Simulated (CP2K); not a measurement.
# SnO (P4/nmm) in CP2K: notebook

The runs below take SnO through band structure, with PBE, LDA, PBEsol, r2SCAN, TB-mBJ.

Everything below comes from runs of CP2K 2026.2. Logs are shortened: lines on timing, memory, paths and dates and some standing lists are left out, and cuts for length are marked.

### 1 The crystal as given

It takes space group P4/nmm (No. 129, tetragonal). The conventional cell has a = 3.814 Å, b = 3.814 Å, c = 4.887 Å, α = 90.00°, β = 90.00°, γ = 90.00°. Sn (site symmetry 4mm) has 4 O at 2.23 Å as nearest neighbours. O (site symmetry -4m2) has 4 Sn at 2.23 Å as nearest neighbours.

The cell is a database's computed one.

### 2 Band structure, PBE

Contents of sno_bands.inp:

```
&GLOBAL
  PROJECT sno_bands
  RUN_TYPE ENERGY_FORCE
  PRINT_LEVEL LOW
&END GLOBAL
&FORCE_EVAL
  METHOD QS
  STRESS_TENSOR ANALYTICAL
  &DFT
    BASIS_SET_FILE_NAME BASIS_MOLOPT_UZH
    POTENTIAL_FILE_NAME POTENTIAL_UZH
    &MGRID
      CUTOFF 600
      REL_CUTOFF 60
      NGRIDS 4
    &END MGRID
    &QS
      METHOD GPW
      EPS_DEFAULT 1.0E-9
    &END QS
    &KPOINTS
      SCHEME MONKHORST-PACK 7 7 6
      GAMMA_CENTERED T
      SYMMETRY T
      SYMMETRY_BACKEND SPGLIB
    &END KPOINTS
    &SCF
      SCF_GUESS ATOMIC
      EPS_SCF 1.0E-6
      MAX_SCF 100
      ADDED_MOS 14
      CHOLESKY OFF
      EPS_EIGVAL 1.0E-7
      &DIAGONALIZATION ON
        ALGORITHM STANDARD
      &END DIAGONALIZATION
      &MIXING ON
        METHOD BROYDEN_MIXING
        ALPHA 0.4
        BETA 1.5
        NBUFFER 8
      &END MIXING
      &SMEAR ON
        METHOD FERMI_DIRAC
        ELECTRONIC_TEMPERATURE 1160.45
      &END SMEAR
    &END SCF
    &XC
      &XC_FUNCTIONAL
        &GGA_X_PBE
        &END GGA_X_PBE
        &GGA_C_PBE
        &END GGA_C_PBE
      &END XC_FUNCTIONAL
    &END XC
    &PRINT
      &KPOINTS ON
      &END KPOINTS
      &MULLIKEN ON
      &END MULLIKEN
      &MO ON
        ENERGIES T
        OCCUPATION_NUMBERS T
        &EACH
          QS_SCF 0
        &END EACH
        ADD_LAST NUMERIC
      &END MO
      &LOWDIN ON
      &END LOWDIN
      &HIRSHFELD ON
        SHAPE_FUNCTION DENSITY
      &END HIRSHFELD
      &BAND_STRUCTURE
        FILE_NAME bands.bs
        ADDED_MOS 2
        &KPOINT_SET
          UNITS B_VECTOR
          NPOINTS 6
          SPECIAL_POINT GAMMA 0.00000000 0.00000000 0.00000000
          SPECIAL_POINT X 0.00000000 0.50000000 0.00000000
          SPECIAL_POINT M 0.50000000 0.50000000 0.00000000
          SPECIAL_POINT GAMMA 0.00000000 0.00000000 0.00000000
          SPECIAL_POINT Z 0.00000000 0.00000000 0.50000000
          SPECIAL_POINT R 0.00000000 0.50000000 0.50000000
          SPECIAL_POINT A 0.50000000 0.50000000 0.50000000
          SPECIAL_POINT Z 0.00000000 0.00000000 0.50000000
        &END KPOINT_SET
        &KPOINT_SET
          UNITS B_VECTOR
          NPOINTS 6
          SPECIAL_POINT X 0.00000000 0.50000000 0.00000000
          SPECIAL_POINT R 0.00000000 0.50000000 0.50000000
        &END KPOINT_SET
        &KPOINT_SET
          UNITS B_VECTOR
          NPOINTS 6
          SPECIAL_POINT M 0.50000000 0.50000000 0.00000000
          SPECIAL_POINT A 0.50000000 0.50000000 0.50000000
        &END KPOINT_SET
      &END BAND_STRUCTURE
    &END PRINT
  &END DFT
  &SUBSYS
    &CELL
      A 3.8136952200 0.0000000000 0.0000000000
      B 0.0000000000 3.8136952200 0.0000000000
      C 0.0000000000 0.0000000000 4.8869133000
      PERIODIC XYZ
    &END CELL
    &COORD
      SCALED
      Sn  0.5000000000 0.0000000000 0.7646261400
      Sn  0.0000000000 0.5000000000 0.2353738600
      O   0.0000000000 0.0000000000 0.0000000000
      O   0.5000000000 0.5000000000 0.0000000000
    &END COORD
    &KIND Sn
      BASIS_SET TZVP-MOLOPT-PBE-GTH-q4
      POTENTIAL GTH-PBE-q4
    &END KIND
    &KIND O
      BASIS_SET TZVP-MOLOPT-PBE-GTH-q6
      POTENTIAL GTH-PBE-q6
    &END KIND
    &PRINT
      &ATOMIC_COORDINATES ON
      &END ATOMIC_COORDINATES
      &CELL ON
      &END CELL
    &END PRINT
  &END SUBSYS
  &PRINT
    &FORCES ON
    &END FORCES
    &STRESS_TENSOR ON
    &END STRESS_TENSOR
  &END PRINT
&END FORCE_EVAL
```

Potentials or basis: POTENTIAL_UZH Sn GTH-PBE-q4, O GTH-PBE-q6; TZVP-MOLOPT-PBE-GTH basis.

Started as:

```
$ OMP_NUM_THREADS=1 mpirun -n 2 cp2k.psmp -i sno_bands.inp -o sno_bands.out
```

sno_bands.out:

```text

 CP2K| version string:                                       CP2K version 2026.2
 CP2K| Input file name                                             sno_bands.inp

 GLOBAL| Force Environment number                                              1
 GLOBAL| Basis set file name                                    BASIS_MOLOPT_UZH
 GLOBAL| Potential file name                                       POTENTIAL_UZH
 GLOBAL| MM Potential file name                                     MM_POTENTIAL
 GLOBAL| Coordinate file name                                      __STD_INPUT__
 GLOBAL| Method name                                                        CP2K
 GLOBAL| Project name                                                  sno_bands
 GLOBAL| Run type                                                   ENERGY_FORCE
 GLOBAL| FFT library                                                       FFTW3
 GLOBAL| Diagonalization library                                       ScaLAPACK
 GLOBAL| Cholesky decomposition library                                ScaLAPACK
 GLOBAL| DGEMM library                                                      BLAS
 GLOBAL| Direct generalized diagonalization requested                          F
 GLOBAL| Matrix multiplication library                                 ScaLAPACK
 GLOBAL| Global print level                                                  LOW
 GLOBAL| Total number of message passing processes                             2
 GLOBAL| Number of threads for this process                                    1
 GLOBAL| CPU model name                                                  UNKNOWN

 CELL| Volume [angstrom^3]:                                            71.076593
 CELL| Vector a [angstrom]:       3.814     0.000     0.000   |a| =     3.813695
 CELL| Vector b [angstrom]:       0.000     3.814     0.000   |b| =     3.813695
 CELL| Vector c [angstrom]:       0.000     0.000     4.887   |c| =     4.886913
 CELL| Angle (b,c), alpha [degree]:                                    90.000000
 CELL| Angle (a,c), beta  [degree]:                                    90.000000
 CELL| Angle (a,b), gamma [degree]:                                    90.000000
 CELL| Numerically orthorhombic:                                             YES
 CELL| Periodicity                                                           XYZ

 CELL_REF| Volume [angstrom^3]:                                        71.076593
 CELL_REF| Vector a [angstrom     3.814     0.000     0.000   |a| =     3.813695
 CELL_REF| Vector b [angstrom     0.000     3.814     0.000   |b| =     3.813695
 CELL_REF| Vector c [angstrom     0.000     0.000     4.887   |c| =     4.886913
 CELL_REF| Angle (b,c), alpha [degree]:                                90.000000
 CELL_REF| Angle (a,c), beta  [degree]:                                90.000000
 CELL_REF| Angle (a,b), gamma [degree]:                                90.000000
 CELL_REF| Numerically orthorhombic:                                         YES
 CELL_REF| Periodicity                                                       XYZ

[... 9 lines left out ...]

  Total number of            - Atomic kinds:                                   2
                             - Atoms:                                          4
                             - Shell sets:                                     4
                             - Shells:                                        28
                             - Primitive Cartesian functions:                 18
                             - Cartesian basis functions:                     72
                             - Spherical basis functions:                     68

  Maximum angular momentum of- Orbital basis functions:                        2
                             - Local part of the GTH pseudopotential:          2
                             - Non-local part of the GTH pseudopotential:      4

 MODULE QUICKSTEP: ATOMIC COORDINATES IN ANGSTROM

   Atom Kind Element         X             Y             Z       Z(eff)     Mass
      1    1 Sn   50      1.906848      0.000000      3.736662   4.0000 118.7100
      2    1 Sn   50      0.000000      1.906848      1.150252   4.0000 118.7100
      3    2 O     8      0.000000      0.000000      0.000000   6.0000  15.9994
      4    2 O     8      1.906848      1.906848      0.000000   6.0000  15.9994

 SCF PARAMETERS         Density guess:                                    ATOMIC
[... 9 lines left out ...]
                        --------------------------------------------------------
[... 87 lines left out ...]
     7 Broy./Diag. 0.40E+00    0.9     0.00209403       -39.0525122934  5.21E-02
     8 Broy./Diag. 0.40E+00    0.9     0.00205605       -39.0687874480 -1.63E-02
     9 Broy./Diag. 0.40E+00    0.9     0.00059024       -39.0729240044 -4.14E-03
    10 Broy./Diag. 0.40E+00    0.9     0.00048599       -39.0788239245 -5.90E-03
    11 Broy./Diag. 0.40E+00    0.9     0.00016447       -39.0804853175 -1.66E-03
    12 Broy./Diag. 0.40E+00    0.9     0.00011884       -39.0808733497 -3.88E-04
    13 Broy./Diag. 0.40E+00    0.9     0.00003869       -39.0808165197  5.68E-05
    14 Broy./Diag. 0.40E+00    0.9     0.00000848       -39.0807712822  4.52E-05
    15 Broy./Diag. 0.40E+00    0.9     0.00000407       -39.0807471241  2.42E-05
    16 Broy./Diag. 0.40E+00    0.9     0.00000037       -39.0807431972  3.93E-06

  *** SCF run converged in    16 steps ***

  Electronic density on regular grids:        -19.9999999987        0.0000000013
  Core density on regular grids:               19.9999999613       -0.0000000387
  Total charge density on r-space grids:       -0.0000000374
  Total charge density g-space grids:          -0.0000000374

  Overlap energy of the core charge distribution:               0.00000000513010
  Self energy of the core charge distribution:                -98.00405134643738
  Core Hamiltonian energy:                                     26.96725428247964
  Hartree energy:                                              41.11526087351929
  Exchange-correlation energy:                                 -9.15907294870182
  Electronic entropic energy:                                  -0.00013406293111
  Fermi energy:                                                 0.20023004497209

  Total energy:                                               -39.08074319719047
  Total energy (extrapolated to T->0):                        -39.08067616572492

 MO| EIGENVALUES AND OCCUPATION NUMBERS FOR K POINT 1
 MO|
 MO|  Index      Eigenvalue [a.u.]        Eigenvalue [eV]             Occupation
 MO|      1              -0.504986             -13.741376               2.000000
 MO|      2              -0.500610             -13.622296               2.000000
 MO|      3              -0.137111              -3.730986               2.000000
 MO|      4              -0.131981              -3.591394               2.000000
 MO|      5              -0.015783              -0.429478               2.000000
 MO|      6              -0.004805              -0.130759               2.000000
[... 406 lines left out ...]
 MO|     23               0.823199              22.400394               0.000000
 MO|     24               0.845827              23.016116               0.000000
 MO| Sum:                                                              20.000000
 MO| E(Fermi):            0.200230 a.u.          5.448537 eV

 [... the levels of further k-points ...]

 !-----------------------------------------------------------------------------!
                     Mulliken Population Analysis

 #  Atom  Element  Kind  Atomic population                           Net charge
       1     Sn       1          2.795101                              1.204899
       2     Sn       1          2.795101                              1.204899
       3     O        2          7.204899                             -1.204899
       4     O        2          7.204899                             -1.204899
 # Total charge                             20.000000                  0.000000

 !-----------------------------------------------------------------------------!

 !-----------------------------------------------------------------------------!
                           Hirshfeld Charges

  #Atom  Element  Kind  Ref Charge     Population                    Net charge
      1       Sn     1       4.000          3.675                         0.325
      2       Sn     1       4.000          3.675                         0.325
      3       O      2       6.000          6.325                        -0.325
      4       O      2       6.000          6.325                        -0.325

  Total Charge                                                           -0.000
 !-----------------------------------------------------------------------------!

 LOWDIN POPULATION ANALYSIS

 #  Atom  Element  Kind  Atomic population                           Net charge
       1     Sn       1          3.653458                              0.346542
       2     Sn       1          3.653458                              0.346542
       3     O        2          6.346542                             -0.346542
       4     O        2          6.346542                             -0.346542
 # Total charge                             20.000000                  0.000000

 KPOINTS| Band Structure Calculation
 KPOINTS| Number of k-point sets                                               3
 KPOINTS| Number of added MOs/bands                                            2
 KPOINTS| Number of k-points in set    1                                      43
 KPOINTS| In units of b-vector [2pi/Bohr]
 KPOINTS| Special point     1       GAMMA     0.000000     0.000000     0.000000
 KPOINTS| Special point     2           X     0.000000     0.500000     0.000000
 KPOINTS| Special point     3           M     0.500000     0.500000     0.000000
 KPOINTS| Special point     4       GAMMA     0.000000     0.000000     0.000000
 KPOINTS| Special point     5           Z     0.000000     0.000000     0.500000
 KPOINTS| Special point     6           R     0.000000     0.500000     0.500000
 KPOINTS| Special point     7           A     0.500000     0.500000     0.500000
 KPOINTS| Special point     8           Z     0.000000     0.000000     0.500000
 KPOINTS| Number of k-points in set    2                                       7
 KPOINTS| In units of b-vector [2pi/Bohr]
 KPOINTS| Special point     1           X     0.000000     0.500000     0.000000
 KPOINTS| Special point     2           R     0.000000     0.500000     0.500000
 KPOINTS| Number of k-points in set    3                                       7
 KPOINTS| In units of b-vector [2pi/Bohr]
 KPOINTS| Special point     1           M     0.500000     0.500000     0.000000
 KPOINTS| Special point     2           A     0.500000     0.500000     0.500000

 ENERGY| Total FORCE_EVAL ( QS ) energy [hartree]            -39.080739164183477

 FORCES| Atomic forces [hartree/bohr]
 FORCES|   Atom     x               y               z               |f|
 FORCES|      1 -6.88366623E-11 -6.92800281E-11 -1.67617767E-02   1.67617767E-02
 FORCES|      2 -4.31409278E-11 -4.31728831E-11  1.67617791E-02   1.67617791E-02
 FORCES|      3  2.68762109E-09  2.34040968E-09  4.54927292E-10   3.59274038E-09
 FORCES|      4  2.34008514E-09  2.68783535E-09  1.26539698E-09   3.78175712E-09
 FORCES| Sum     4.91572864E-09  4.91579212E-09  4.10692136E-09
 FORCES| Total atomic force                                       8.07441660E-09

 STRESS| Analytical stress tensor [bar]
 STRESS|                        x                   y                   z
 STRESS|      x        7.19485668897E+04   1.01464014575E-03   1.11907219222E-03
 STRESS|      y        1.01464014575E-03   7.19486461681E+04   1.12008682453E-03
 STRESS|      z        1.11907219222E-03   1.12008682453E-03   5.49133897622E+04
 STRESS| 1/3 Trace                                             6.62702009400E+04
 STRESS| Determinant                                           2.84264762251E+14

 STRESS| Eigenvectors and eigenvalues of the analytical stress tensor [bar]
 STRESS|                        1                   2                   3
 STRESS| Eigenvalues   5.49133897622E+04   7.19485668767E+04   7.19486461811E+04
 STRESS|      x          -0.000000065692      0.999918136836      0.012795297070
 STRESS|      y          -0.000000065751     -0.012795297070      0.999918136836
 STRESS|      z           1.000000000000      0.000000064845      0.000000066586
```

Wall time 17 s (2 MPI ranks of Arm Neoverse V1, shared host).

What came out:

```
Free energy             : -1063.4410 eV
Pressure                : 6.6 GPa
Largest force           : 0.862 eV/Å
Band gap along the path : 0.13 eV, indirect (least direct gap 2.01 eV)
Mulliken charges        : Sn +1.20; O -1.20 e
Hirshfeld charges       : Sn +0.33; O -0.33 e
```

Forces in eV/Å, atoms in the order of the input:
```
Sn   0.000  0.000 -0.862
Sn   0.000  0.000  0.862
O    0.000  0.000  0.000
O    0.000  0.000  0.000
```

Stress tensor (GPa, compression positive):
```
7.19 0.00 0.00
0.00 7.19 0.00
0.00 0.00 5.49
```

Levels at the corners of the path, in eV from the valence-band top:
| point | band 8 | band 9 | band 10 | band 11 | band 12 | band 13 |
| --- | --- | --- | --- | --- | --- | --- |
| Γ | -3.17 | -3.17 | 0.00 | 2.03 | 4.30 | 4.86 |
| X | -4.89 | -2.70 | -2.70 | 3.16 | 3.16 | 5.99 |
| M | -2.48 | -1.90 | -1.90 | 0.13 | 0.13 | 4.86 |
| Γ | -3.17 | -3.17 | 0.00 | 2.03 | 4.30 | 4.86 |
| Z | -3.18 | -3.18 | -2.20 | 1.70 | 3.08 | 3.08 |
| R | -4.85 | -1.72 | -1.72 | 2.56 | 2.56 | 5.57 |
| A | -2.69 | -2.48 | -2.48 | 2.42 | 2.42 | 3.97 |
| Z | -3.18 | -3.18 | -2.20 | 1.70 | 3.08 | 3.08 |
| X | -4.89 | -2.70 | -2.70 | 3.16 | 3.16 | 5.99 |
| R | -4.85 | -1.72 | -1.72 | 2.56 | 2.56 | 5.57 |
| M | -2.48 | -1.90 | -1.90 | 0.13 | 0.13 | 4.86 |
| A | -2.69 | -2.48 | -2.48 | 2.42 | 2.42 | 3.97 |

Caveat: Mulliken charges move with the basis; spin-orbit coupling is left out, which moves the levels of the heavy elements; the basis of atomic orbitals isn't converged, which shifts pressures, moduli and gaps.

[end of part 1 of 2]
